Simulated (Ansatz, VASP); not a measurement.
**One calculation of AlN, two programs**

The input INCAR:

```
ALGO     = Normal         # electronic algorithm
EDIFF    = 1E-7           # SCF threshold, eV
ENCUT    = 520            # plane-wave cutoff, eV
GGA      = PE             # functional
ISIF     = 2              # what is computed and relaxed
ISMEAR   = 0              # smearing method
LASPH    = T              # aspherical terms in the spheres
LCHARG   = F              # write CHGCAR
LREAL    = F              # projectors in reciprocal space
LWAVE    = F              # write WAVECAR
NBANDS   = 11             # bands
NELM     = 80             # most SCF steps
PREC     = Accurate       # precision mode
SIGMA    = 0.02           # smearing width, eV
```

The input KPOINTS:

```
k-points
0
Gamma
  10 10 10
```

POSCAR

```
AlN
1.0
    0.0000000000      2.1793473303      2.1793473303
    2.1793473303      0.0000000000      2.1793473303
    2.1793473303      2.1793473303      0.0000000000
Al N
1 1
Direct
    0.0000000000      0.0000000000      0.0000000000
    0.7500000000      0.7500000000      0.7500000000
```

Input for Ansatz:

```yaml
crystal:
  lattice:
    - [0.0, 2.1793473303, 2.1793473303]
    - [2.1793473303, 0.0, 2.1793473303]
    - [2.1793473303, 2.1793473303, 0.0]
  atoms:
    - { symbol: Al, position: [0.0, 0.0, 0.0] }
    - { symbol: "N", position: [0.75, 0.75, 0.75] }
basis:
  ecutwfc: 420
kpoints:
  mp_grid: { grid: [10, 10, 10] }
hamiltonian:
  xc: pbe
scf:
  occupations: { method: gaussian, width: 0.02 }
output:
  forces: true
  stress: true
  eigenvalues: true
```

Alike in both runs: task single point; functional PBE; k mesh 10 × 10 × 10; occupations gaussian, width 0.02 eV; no spin polarisation.

```csv
,VASP,Ansatz
version,VASP 6.6.1,Ansatz 0.2.0
potentials or method,"VASP PAW PBE potentials, release 64 (Al, N)","scalar-relativistic, plane waves, PAW"
plane-wave cutoff (eV),520,420
valence electrons in the cell,8,8
```

|  | VASP | Ansatz | Ansatz less VASP |
| --- | --- | --- | --- |
| gap on the k mesh at the Fermi level (eV) | 3.32 | 3.33 | +0.008 |
| least direct gap on the mesh (eV) | 4.25 | 4.24 | -0.010 |
| pressure (GPa) | 6.0 | 6.2 | +0.28 |

With one functional, cell and mesh, what is left measures potentials, basis and numerics.

A k mesh can miss the band edges. As with any semilocal functional, this PBE gap is likely too small.
